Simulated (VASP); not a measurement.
# S (a cell with a defect) in VASP: a series of runs

The runs below take S (a cell with a defect) through single point, with PBEsol.

Program: VASP 6.6.1. These are calculated values, not measurements. Logs are shortened: lines on timing, memory, paths and dates and some standing lists are left out, and cuts for length are marked.

## (1) The crystal as given

The cell holds a defect, 23 atoms: a = 8.382 Å, b = 8.382 Å, c = 8.382 Å, α = 76.85°, β = 76.85°, γ = 76.85°.

## (2) Single point, PBEsol

Input file INCAR:

```
SYSTEM = S
PREC = Accurate
ENCUT = 520
EDIFF = 1E-6
ISMEAR = 0
SIGMA = 0.05
LREAL = Auto
LASPH = .TRUE.
NELM = 100
ALGO = Fast
ISIF = 2
LWAVE = .FALSE.
LCHARG = .TRUE.
GGA = PS
LELF = .TRUE.
LVHAR = .TRUE.
NBANDS = 86
```

Input file KPOINTS:

```
Automatic mesh
0
G
  3 3 3
  0 0 0
```

Input file POSCAR:

```
S
1.0
    0.0000000000      6.0153880483     -5.8370511382
    5.2094788634     -3.0076940241     -5.8370511382
   -5.2094788634     -3.0076940241     -5.8370511382
S
23
Direct
    0.5597394447      0.4483352256      0.2100741572
    0.3053131019      0.1958166906      0.9476356542
    0.0564522707      0.9407346280      0.7018441300
    0.7033502428      0.4386367763      0.8292197988
    0.4378105416      0.2052421690      0.5545619470
    0.1993593389      0.9554743368      0.2995279188
    0.9397823179      0.7028321512      0.0514205438
    0.5003134254      0.7762467653      0.6617497080
    0.2031660851      0.5615840072      0.4418847021
    0.9567269391      0.3050337944      0.1918328360
    0.7032288918      0.0529855926      0.9395141919
    0.4614679204      0.5510518256      0.7927702456
    0.1906605770      0.3140577348      0.5414536089
    0.9504921944      0.0561785074      0.2934592475
    0.6925452350      0.8045894477      0.0409428135
    0.7393833981      0.7025319679      0.4965401541
    0.3135663564      0.5533331117      0.1947031894
    0.0560780560      0.2982908292      0.9421479382
    0.8091912958      0.0467573439      0.6912966708
    0.7755444551      0.4533998513      0.5697946032
    0.5447791657      0.2001933477      0.3077722466
    0.2989661360      0.9471750140      0.0504438586
    0.0462069332      0.6929636542      0.8039025821
```

Potentials or basis: VASP PAW PBE potentials, release 64 (S).

On the command line:

```bash
cat potpaw_PBE.64/S/POTCAR > POTCAR
mpirun -np 1 vasp_std > vasp.out
```

OUTCAR:

```text
SYSTEM = S
   PREC = Accurate
   ENCUT = 520
   EDIFF = 1E-6
   ISMEAR = 0
   LREAL = Auto
   LASPH = .TRUE.
   NELM = 100
   ISIF = 2
   GGA = PS

 ion  position               nearest neighbor table
   1  0.560  0.448  0.210-  17 2.07  21 2.08
   2  0.305  0.196  0.948-  22 2.07  18 2.08
   3  0.056  0.941  0.702-  23 2.07  19 2.07
   4  0.703  0.439  0.829-  12 2.09  20 2.10
   5  0.438  0.205  0.555-  21 2.06  13 2.08
   6  0.199  0.955  0.300-  14 2.07  22 2.08
[... 15 lines left out ...]
  22  0.299  0.947  0.050-   2 2.07   6 2.08
  23  0.046  0.693  0.804-   3 2.07   7 2.08

  LATTYP: Found a trigonal (rhomboedric) cell.
 ALAT       =     8.3818887705
 COS(alpha) =     0.2274354618

  Lattice vectors:

 A1 = (   0.0000000000,   6.0153880483,  -5.8370511382)
 A2 = (   5.2094788634,  -3.0076940241,  -5.8370511382)
 A3 = (  -5.2094788634,  -3.0076940241,  -5.8370511382)

Analysis of symmetry for initial positions (statically):
=====================================================================
 Subroutine PRICEL returns:
 Original cell was already a primitive cell.

 Routine SETGRP: Setting up the symmetry group for a
 trigonal (rhombohedral) supercell.

 Subroutine GETGRP returns: Found  1 space group operations
 (whereof  1 operations were pure point group operations)
 out of a pool of 12 trial point group operations.

The static configuration has the point symmetry C_1 .

Analysis of symmetry for dynamics (positions and initial velocities):
=====================================================================
 Subroutine PRICEL returns:
 Original cell was already a primitive cell.

 Routine SETGRP: Setting up the symmetry group for a
 trigonal (rhombohedral) supercell.

 Subroutine GETGRP returns: Found  1 space group operations
 (whereof  1 operations were pure point group operations)
 out of a pool of 12 trial point group operations.

The dynamic configuration has the point symmetry C_1 .

 Subroutine INISYM returns: Found  1 space group operations
 (whereof  1 operations are pure point group operations),
 and found     1 'primitive' translations

----------------------------------------------------------------------------------------

                                     Primitive cell

  volume of cell :     548.7477

  direct lattice vectors                    reciprocal lattice vectors
     0.000000000  6.015388048 -5.837051138     0.000000000  0.110826876 -0.057106461
     5.209478863 -3.007694024 -5.837051138     0.095978890 -0.055413438 -0.057106461
    -5.209478863 -3.007694024 -5.837051138    -0.095978890 -0.055413438 -0.057106461

  length of vectors
     8.381888771  8.381888770  8.381888770     0.124674554  0.124674554  0.124674554

  position of ions in fractional coordinates (direct lattice)
     0.559739445  0.448335226  0.210074157
     0.305313102  0.195816691  0.947635654
     0.056452271  0.940734628  0.701844130
     0.703350243  0.438636776  0.829219799
     0.437810542  0.205242169  0.554561947
     0.199359339  0.955474337  0.299527919
[... 15 lines left out ...]
     0.298966136  0.947175014  0.050443859
     0.046206933  0.692963654  0.803902582

  ion indices of the primitive-cell ions
   primitive index   ion index
                 1           1
                 2           2
                 3           3
                 4           4
                 5           5
                 6           6
[... 15 lines left out ...]
                22          22
                23          23

----------------------------------------------------------------------------------------

 KPOINTS: Automatic mesh

Automatic generation of k-mesh.
 Grid dimensions read from file:
 generate k-points for:    3    3    3

 Generating k-lattice:

  Cartesian coordinates                     Fractional coordinates (reciprocal lattice)
     0.000000000  0.036942292 -0.019035487     0.333333333 -0.000000000 -0.000000000
     0.031992963 -0.018471146 -0.019035487    -0.000000000  0.333333333  0.000000000
    -0.031992963 -0.018471146 -0.019035487    -0.000000000  0.000000000  0.333333333

  Length of vectors
     0.041558185  0.041558185  0.041558185

  Shift w.r.t. Gamma in fractional coordinates (k-lattice)
     0.000000000  0.000000000  0.000000000

 Subroutine IBZKPT returns following result:
 ===========================================

 Found     14 irreducible k-points:

 Following reciprocal coordinates:
            Coordinates               Weight
  0.000000  0.000000  0.000000      1.000000
  0.333333 -0.000000 -0.000000      2.000000
 -0.000000  0.333333  0.000000      2.000000
 -0.000000  0.000000  0.333333      2.000000
  0.333333  0.333333 -0.000000      2.000000
 -0.333333  0.000000 -0.333333      2.000000
  0.000000  0.333333  0.333333      2.000000
 -0.333333  0.333333  0.000000      2.000000
  0.333333 -0.000000 -0.333333      2.000000
  0.000000 -0.333333  0.333333      2.000000
  0.333333  0.333333  0.333333      2.000000
 -0.333333  0.333333  0.333333      2.000000
  0.333333 -0.333333  0.333333      2.000000
  0.333333  0.333333 -0.333333      2.000000
   k-points           NKPTS =     14   k-points in BZ     NKDIM =     14   number of bands    NBANDS=     86
   number of dos      NEDOS =    301   number of ions     NIONS =     23
   total plane-waves  NPLWV = 262144
   dimension x,y,z NGX =    64 NGY =   64 NGZ =   64
   dimension x,y,z NGXF=   128 NGYF=  128 NGZF=  128
   ions per type =              23
   NGX,Y,Z   is equivalent  to a cutoff of  12.69, 12.69, 12.69 a.u.
   NGXF,Y,Z  is equivalent  to a cutoff of  25.39, 25.39, 25.39 a.u.
 SYSTEM =  S
   PREC   = accura    normal or accurate (medium, high low for compatibility)
   ISTART =      0    job   : 0-new  1-cont  2-samecut
   ICHARG =      2    charge: 1-file 2-atom 10-const
   ISPIN  =      1    spin polarized calculation?
   LNONCOLLINEAR =      F non collinear calculations
   LSORBIT =      F    spin-orbit coupling
   LASPH  =      T    aspherical Exc in radial PAW
   ENCUT  =  520.0 eV  38.22 Ry    6.18 a.u.  15.58 15.58 15.58*2*pi/ulx,y,z
   NELM   =    100;   NELMIN=  2; NELMDL= -5     # of ELM steps
   EDIFF  = 0.1E-05   stopping-criterion for ELM
   LREAL  =      T    real-space projection
   EDIFFG = 0.1E-04   stopping-criterion for IOM
   NSW    =      0    number of steps for IOM
   IBRION =     -1    ionic relax: 0-MD 1-quasi-New 2-CG
   NFREE  =      0    steps in history (QN), initial steepest desc. (CG)
   ISIF   =      2    stress and relaxation
   ISYM   =      2    0-nonsym 1-usesym 2-fastsym
   POTIM  = 0.5000    time-step for ionic-motion
   TEBEG  =    0.0;   TEEND  =   0.0 temperature during run
   PSTRESS=    0.0 pullay stress
   NELECT =     138.0000    total number of electrons
   NUPDOWN=      -1.0000    fix difference up-down
   EMIN   =  10.00;   EMAX   =-10.00  energy-range for DOS
   EFERMI =   0.00;   METHOD = LEGACY
   ISMEAR =     0;   SIGMA  =   0.05  broadening in eV -4-tet -1-fermi 0-gaus
   EFERMI_NEDOS =   21; number of points for ismear=-14 and -15
   IALGO  =     68    algorithm
   IMIX   =      4    mixing-type and parameters
     AMIX     =   0.40;   BMIX     =  1.00
     AMIX_MAG =   1.60;   BMIX_MAG =  1.00
  volume/ion in A,a.u.               =      23.86       161.01
  Fermi-wavevector in a.u.,A,eV,Ry     =   1.033341  1.952731 14.528212  1.067793
  Thomas-Fermi vector in A             =   2.167583
   LORBIT       =      0    0 simple, 1 ext, 2 COOP (PROOUT), +10 PAW based schemes
   GGA     = PS    functional components
   LHFCALC =     F    Hartree Fock is set to
   AEXX    =    0.0000 exact exchange contribution
   IVDW    =     0    specifies the selected vdW correction
   LEPSILON=     F    determine dielectric tensor
   LRPA    =     F    only Hartree local field effects (RPA)
 non-spin polarized calculation
 RMM-DIIS sequential band-by-band and
 Gauss-broadening in eV      SIGMA  =   0.05
  energy-cutoff  :      520.00
  volume of cell :      548.75
 maximum number of plane-waves:     14835
 NGX is ok and might be reduce to    64
   NGX = 31   NGY = 31   NGZ = 31

 number of electron     137.9999997 magnetization

 Free energy of the ion-electron system (eV)
  ---------------------------------------------------
  ext. energy  EPLUGINS =         0.00000000
  ---------------------------------------------------
  free energy    TOTEN  =       -99.48973554 eV

  energy without entropy =      -99.48973554  energy(sigma->0) =      -99.48973554

 E-fermi :   3.0842     XC(G=0):  -8.8069

 val. band max:        2.8270736218   @ k =   0.3333   0.3333   0.3333
 cond. band min:       4.5246420618   @ k =   0.0000   0.0000   0.0000
 fundamental gap:      1.6975684400
 Fermi energy:         3.0842118218

 k-point     1 :       0.0000    0.0000    0.0000
  band No.  band energies     occupation
      1     -14.1089      2.00000
      2     -13.8992      2.00000
      3     -13.7926      2.00000
      4     -13.6980      2.00000
      5     -12.2927      2.00000
      6     -12.2843      2.00000
[... 73 lines left out ...]
     80       5.8747      0.00000
     81       6.0208      0.00000

 k-point     2 :       0.3333   -0.0000   -0.0000
  band No.  band energies     occupation
      1     -14.0534      2.00000
      2     -13.9086      2.00000
      3     -13.8168      2.00000
      4     -13.7445      2.00000
      5     -12.3225      2.00000
      6     -12.3056      2.00000
[... 73 lines left out ...]
     80       5.8521      0.00000
     81       5.9964      0.00000
[... 922 lines left out ...]
     80       5.8489      0.00000
     81       5.9256      0.00000

 k-point    14 :       0.3333    0.3333   -0.3333
  band No.  band energies     occupation
      1     -14.0122      2.00000
      2     -13.8980      2.00000
      3     -13.8370      2.00000
      4     -13.7790      2.00000
      5     -12.3807      2.00000
      6     -12.3179      2.00000
[... 73 lines left out ...]
     80       5.8364      0.00000
     81       5.9865      0.00000
 [bands above 81 left out]

------------------------ aborting loop because EDIFF is reached ----------------------------------------

  FORCE on cell =-STRESS in cart. coord.  units (eV):
  Direction    XX          YY          ZZ          XY          YZ          ZX
  --------------------------------------------------------------------------------------
  -------------------------------------------------------------------------------------
  Total       -0.8230506     -1.8826745     -0.6594979     -0.2048141      0.0983846     -0.1340124
  in kB       -2.4030591     -5.4968406     -1.9255347     -0.5979953      0.2872532     -0.3912757
  external PRESSURE =      -3.2751448 kB  Pullay stress =       0.0000000 kB

 VOLUME and BASIS-vectors are now :
 -----------------------------------------------------------------------------
  energy-cutoff  :      520.00
  volume of cell :      548.75
      direct lattice vectors                 reciprocal lattice vectors
     0.000000000  6.015388048 -5.837051138     0.000000000  0.110826876 -0.057106461
     5.209478863 -3.007694024 -5.837051138     0.095978890 -0.055413438 -0.057106461
    -5.209478863 -3.007694024 -5.837051138    -0.095978890 -0.055413438 -0.057106461

 POSITION                                       TOTAL-FORCE (eV/Angst)
 -----------------------------------------------------------------------------------
      1.24122      1.38676     -7.11040        -0.059366     -0.061989      0.069347
     -3.91658     -1.60258     -8.45652        -0.048262     -0.054576      0.055965
      1.24449     -4.60079     -9.91733        -0.053529     -0.054524      0.059040
     -2.03473      0.41760    -11.50604         0.089320     -0.023028      0.067268
     -1.81977      0.34834     -6.99054         0.074045     -0.026327      0.064254
      3.41714     -2.57544     -8.48918         0.079675     -0.013891      0.060453
[... 15 lines left out ...]
      4.67150     -1.20214     -7.56823         0.015364     -0.078360     -0.060703
     -0.57793     -4.22416     -9.00700         0.026240     -0.074471     -0.062180
 -----------------------------------------------------------------------------------
    total drift:                               -0.002628      0.000814      0.001758

  FREE ENERGIE OF THE ION-ELECTRON SYSTEM (eV)
  ---------------------------------------------------
  free  energy   TOTEN  =       -99.4897355417 eV

  energy  without entropy=      -99.4897355417  energy(sigma->0) =      -99.48973554
```

Wall time 7.7 min (1 thread of Intel Xeon 6975P-C (Granite Rapids), shared host); peak memory 0.77 GiB.

What came out:

* Free energy: -99.4897 eV
* Pressure: -0.3 GPa
* Largest force: 0.121 eV/Å
* Band gap on the k mesh: 1.70 eV, indirect (least direct gap 1.76 eV)

Forces in eV/Å, atoms in the order of the input:
```
S   -0.059 -0.062  0.069
S   -0.048 -0.055  0.056
S   -0.054 -0.055  0.059
S    0.089 -0.023  0.067
S    0.074 -0.026  0.064
S    0.080 -0.014  0.060
S    0.075 -0.015  0.066
S   -0.084  0.050  0.044
S   -0.009  0.074  0.060
S   -0.027  0.075  0.068
S   -0.016  0.077  0.058
S    0.054  0.062 -0.089
S    0.040  0.069 -0.057
S    0.051  0.056 -0.065
S    0.046  0.053 -0.060
S   -0.101 -0.008  0.049
S   -0.083  0.010 -0.057
S   -0.081  0.013 -0.066
S   -0.077  0.014 -0.062
S    0.050 -0.081 -0.074
S    0.038 -0.062 -0.068
S    0.015 -0.078 -0.061
S    0.026 -0.074 -0.062
```

Caveat: the PAW data sets were made with another functional, which shifts forces and pressure a little. Expect the measured gap to be larger: semilocal functionals such as PBEsol lack the derivative discontinuity.

[end of part 1 of 2]
